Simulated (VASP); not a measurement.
# Al (Fm-3m) in VASP: notebook, part 3 of 3

VASP 6.6.1.

## (6) Relaxation of cell and atoms, vdW-DF-cx

This run uses another cell than the first one: it holds 1 atom, not 8.

The input, INCAR:

```
PREC = Accurate
ENCUT = 600
EDIFF = 1E-6
ISMEAR = -1
SIGMA = 0.05
LREAL = F
LASPH = T
NELM = 60
ALGO = Fast
ISIF = 3
LWAVE = F
LCHARG = F
GGA = CX
LUSE_VDW = T
AGGAC = 0.0
IBRION = 2
NSW = 60
EDIFFG = -0.01
```

The input, KPOINTS:

```
Automatic mesh
0
Gamma
  11 11 11
```

The input, POSCAR:

```
Al
1.0
    0.0000000000      2.0248050000      2.0248050000
    2.0248050000      0.0000000000      2.0248050000
    2.0248050000      2.0248050000      0.0000000000
Al
1
Direct
    0.0000000000      0.0000000000      0.0000000000
```

Potentials or basis: VASP PAW PBE potentials, release 64 (Al).

Launch:

```sh
cat potpaw_PBE.64/Al/POTCAR > POTCAR
mpirun -np 1 vasp_std > vasp.out
```

OUTCAR:

```text
PREC = Accurate
   ENCUT = 600
   EDIFF = 1E-6
   ISMEAR = -1
   LREAL = F
   LASPH = T
   NELM = 60
   ISIF = 3
   GGA = CX
   IBRION = 2
   NSW = 60
   EDIFFG = -0.01

 ion  position               nearest neighbor table
   1  0.000  0.000  0.000-

  LATTYP: Found a face centered cubic cell.
 ALAT       =     4.0496100000

  Lattice vectors:

 A1 = (   0.0000000000,   2.0248050000,   2.0248050000)
 A2 = (   2.0248050000,   0.0000000000,   2.0248050000)
 A3 = (   2.0248050000,   2.0248050000,   0.0000000000)

Analysis of symmetry for initial positions (statically):
=====================================================================
 Subroutine PRICEL returns:
 Original cell was already a primitive cell.

 Routine SETGRP: Setting up the symmetry group for a
 face centered cubic supercell.

 Subroutine GETGRP returns: Found 48 space group operations
 (whereof 48 operations were pure point group operations)
 out of a pool of 48 trial point group operations.

The static configuration has the point symmetry O_h .

Analysis of symmetry for dynamics (positions and initial velocities):
=====================================================================
 Subroutine PRICEL returns:
 Original cell was already a primitive cell.

 Routine SETGRP: Setting up the symmetry group for a
 face centered cubic supercell.

 Subroutine GETGRP returns: Found 48 space group operations
 (whereof 48 operations were pure point group operations)
 out of a pool of 48 trial point group operations.

The dynamic configuration has the point symmetry O_h .

 Subroutine INISYM returns: Found 48 space group operations
 (whereof 48 operations are pure point group operations),
 and found     1 'primitive' translations

----------------------------------------------------------------------------------------

                                     Primitive cell

  volume of cell :      16.6027

  direct lattice vectors                    reciprocal lattice vectors
     0.000000000  2.024805000  2.024805000    -0.246937359  0.246937359  0.246937359
     2.024805000  0.000000000  2.024805000     0.246937359 -0.246937359  0.246937359
     2.024805000  2.024805000  0.000000000     0.246937359  0.246937359 -0.246937359

  length of vectors
     2.863506692  2.863506692  2.863506692     0.427708053  0.427708053  0.427708053

  position of ions in fractional coordinates (direct lattice)
     0.000000000  0.000000000  0.000000000

  ion indices of the primitive-cell ions
   primitive index   ion index
                 1           1

----------------------------------------------------------------------------------------

 KPOINTS: Automatic mesh

Automatic generation of k-mesh.
 Grid dimensions read from file:
 generate k-points for:   11   11   11

 Generating k-lattice:

  Cartesian coordinates                     Fractional coordinates (reciprocal lattice)
[... 21 lines left out ...]
  0.363636  0.000000  0.000000      8.000000
  0.454545  0.000000  0.000000      8.000000
[... 16 lines left out ...]
 -0.272727  0.181818  0.000000     24.000000
 -0.181818  0.181818  0.000000     12.000000
 [... further k-points ...]
   k-points           NKPTS =     56   k-points in BZ     NKDIM =     56   number of bands    NBANDS=      5
   number of dos      NEDOS =    301   number of ions     NIONS =      1
   total plane-waves  NPLWV =  13824
   dimension x,y,z NGX =    24 NGY =   24 NGZ =   24
   dimension x,y,z NGXF=    48 NGYF=   48 NGZF=   48
   ions per type =               1
   NGX,Y,Z   is equivalent  to a cutoff of  13.93, 13.93, 13.93 a.u.
   NGXF,Y,Z  is equivalent  to a cutoff of  27.87, 27.87, 27.87 a.u.
 SYSTEM =  unknown system
   PREC   = accura    normal or accurate (medium, high low for compatibility)
   ISTART =      0    job   : 0-new  1-cont  2-samecut
   ICHARG =      2    charge: 1-file 2-atom 10-const
   ISPIN  =      1    spin polarized calculation?
   LNONCOLLINEAR =      F non collinear calculations
   LSORBIT =      F    spin-orbit coupling
   LASPH  =      T    aspherical Exc in radial PAW
   ENCUT  =  600.0 eV  44.10 Ry    6.64 a.u.   5.72  5.72  5.72*2*pi/ulx,y,z
   NELM   =     60;   NELMIN=  2; NELMDL= -5     # of ELM steps
   EDIFF  = 0.1E-05   stopping-criterion for ELM
   LREAL  =      F    real-space projection
   EDIFFG = -.1E-01   stopping-criterion for IOM
   NSW    =     60    number of steps for IOM
   IBRION =      2    ionic relax: 0-MD 1-quasi-New 2-CG
   NFREE  =      1    steps in history (QN), initial steepest desc. (CG)
   ISIF   =      3    stress and relaxation
   ISYM   =      2    0-nonsym 1-usesym 2-fastsym
   POTIM  = 0.5000    time-step for ionic-motion
   TEBEG  =    0.0;   TEEND  =   0.0 temperature during run
   PSTRESS=    0.0 pullay stress
   NELECT =       3.0000    total number of electrons
   NUPDOWN=      -1.0000    fix difference up-down
   EMIN   =  10.00;   EMAX   =-10.00  energy-range for DOS
   EFERMI =   0.00;   METHOD = LEGACY
   ISMEAR =    -1;   SIGMA  =   0.05  broadening in eV -4-tet -1-fermi 0-gaus
   EFERMI_NEDOS =   21; number of points for ismear=-14 and -15
   IALGO  =     68    algorithm
   IMIX   =      4    mixing-type and parameters
     AMIX     =   0.40;   BMIX     =  1.00
     AMIX_MAG =   1.60;   BMIX_MAG =  1.00
  volume/ion in A,a.u.               =      16.60       112.04
  Fermi-wavevector in a.u.,A,eV,Ry     =   0.925526  1.748991 11.654733  0.856599
  Thomas-Fermi vector in A             =   2.051390
   LORBIT       =      0    0 simple, 1 ext, 2 COOP (PROOUT), +10 PAW based schemes
   GGA     = CX    functional components
   LHFCALC =     F    Hartree Fock is set to
   AEXX    =    0.0000 exact exchange contribution
   IVDW_NL    =     1    kernel type
   BPARAM     = 6.3000
   IVDW    =     0    specifies the selected vdW correction
   LEPSILON=     F    determine dielectric tensor
   LRPA    =     F    only Hartree local field effects (RPA)
 conjugate gradient relaxation of ions
 non-spin polarized calculation
 RMM-DIIS sequential band-by-band and
  energy-cutoff  :      600.00
  volume of cell :       16.60
 maximum number of plane-waves:       564
   NGX = 11   NGY = 11   NGZ = 11

--------------------------------------- Ionic step        1  -------------------------------------------

 number of electron       3.0000000 magnetization

 Free energy of the ion-electron system (eV)
  ---------------------------------------------------
  ext. energy  EPLUGINS =         0.00000000
  ---------------------------------------------------
  free energy    TOTEN  =        -2.63342420 eV

  energy without entropy =       -2.62938169  energy(sigma->0) =       -2.63140294

------------------------ aborting loop because EDIFF is reached ----------------------------------------

  FORCE on cell =-STRESS in cart. coord.  units (eV):
  Direction    XX          YY          ZZ          XY          YZ          ZX
  --------------------------------------------------------------------------------------
  -------------------------------------------------------------------------------------
  Total       -0.1088052     -0.1088052     -0.1088052     -0.0000000     -0.0000000      0.0000000
  in kB      -10.4997874    -10.4997874    -10.4997874     -0.0000000     -0.0000000      0.0000000
  external PRESSURE =     -10.4997874 kB  Pullay stress =       0.0000000 kB
[... 61 lines left out ...]
--------------------------------------- Ionic step        3  -------------------------------------------

 number of electron       3.0000000 magnetization

 Free energy of the ion-electron system (eV)
  ---------------------------------------------------
  ext. energy  EPLUGINS =         0.00000000
  ---------------------------------------------------
  free energy    TOTEN  =        -2.63416186 eV

  energy without entropy =       -2.63012069  energy(sigma->0) =       -2.63214128

 E-fermi :   8.0870     XC(G=0): -10.2487

 val. band max:        8.0773693516   @ k =  -0.4545   0.3636   0.0000
 cond. band min:       8.1076615886   @ k =   0.4545   0.1818   0.0909
 fundamental gap:      0.0302922370
 Fermi energy:         8.0869699726

 k-point     1 :       0.0000    0.0000    0.0000
  band No.  band energies     occupation
      1      -3.0928      2.00000
      2      20.6816      0.00000
      3      20.6816      0.00000
      4      20.6816      0.00000
      5      22.3081      0.00000
[... 177 lines left out ...]
 k-point    24 :      -0.1818    0.1818    0.0000
  band No.  band energies     occupation
      1      -0.7071      2.00000
      2      11.8905      0.00000
      3      13.4032      0.00000
      4      19.9916      0.00000
      5      22.0334      0.00000

 [... further k-points ...]

------------------------ aborting loop because EDIFF is reached ----------------------------------------

  FORCE on cell =-STRESS in cart. coord.  units (eV):
  Direction    XX          YY          ZZ          XY          YZ          ZX
  --------------------------------------------------------------------------------------
  -------------------------------------------------------------------------------------
  Total        0.0002953      0.0002953      0.0002953      0.0000000      0.0000000      0.0000000
  in kB        0.0288797      0.0288797      0.0288797      0.0000000      0.0000000      0.0000000
  external PRESSURE =       0.0288797 kB  Pullay stress =       0.0000000 kB
[... 20 lines left out ...]
  energy  without entropy=       -2.6301206924  energy(sigma->0) =       -2.63214128

Total vdW correction in eV:      0.5198961

 reached required accuracy - stopping structural energy minimisation
```

Wall time 38 s (1 thread of Intel Xeon Platinum 8375C at 2.90GHz (Ice Lake), shared host); peak memory 0.26 GiB.

Results:

* Free energy: -2.6342 eV
* Relaxed volume: 16.38 Å³/atom
* Relaxed cell: a = 2.851 Å, b = 2.851 Å, c = 2.851 Å, α = 60.00°, β = 60.00°, γ = 60.00°
* Space group after relaxing (to 0.05 Å): Fm-3m (No. 225)
* Energy gained by relaxing: 0.7 meV/atom
* Ionic steps: 3
* Pressure after relaxing: 0.0 GPa
* Band gap on the k mesh: none (metal or under the smearing width)

The path:
```csv
step,energy change (eV),largest force (eV/Å),pressure (GPa),volume (Å³)
1,0.0000,0.0000,-1.05,16.60
2,-0.0007,0.0000,0.19,16.34
3,-0.0007,0.0000,0.00,16.38
```

Final structure:
```xyz
1
Lattice="0.0000 2.0158 2.0158 2.0158 0.0000 2.0158 2.0158 2.0158 0.0000" Properties=species:S:1:pos:R:3 pbc="T T T"
Al    0.0000    0.0000    0.0000
```

Levels at points of the mesh, in eV from the Fermi level:
```tsv
k point	band 1	band 2	band 3	band 4
(0.00, 0.00, 0.00)	-11.18	12.59	12.59	12.59
```

Caveat: the PAW data sets were made with another functional, which shifts forces and pressure a little.

## (7) Summary

```csv
task,level,spin,fixed moment (μB),cell,cutoff (eV),smearing,gap on the mesh (eV),pressure (GPa)
single point,AM05+D4,"collinear, ferromagnetic start",2,as given,520,methfessel-paxton 0.1 eV,-,24.4
single point,PBE,off,-,as given,520,gaussian 0.013 eV,none,-0.6
relaxation of cell and atoms,vdW-DF-cx,off,-,relaxed,600,fermi-dirac 0.05 eV,none,0.0
```

Alike in all rows: potentials or basis VASP PAW PBE potentials, release 64 (Al); k mesh 11 × 11 × 11.

Caveats: the PAW data sets were made with another functional, which shifts forces and pressure a little (some runs); the moment is held away from its start (some runs); the total moment is fixed, so each spin has its own Fermi level (some runs).

Total energies depend on the potentials used, so only differences within one code and one set of settings carry meaning.

## (8) Against experiment

Step 6. The cell as given is a measured one (16.60 Å³/atom); vdW-DF-cx puts the equilibrium volume -1.3 % from it, thermal expansion not counted.
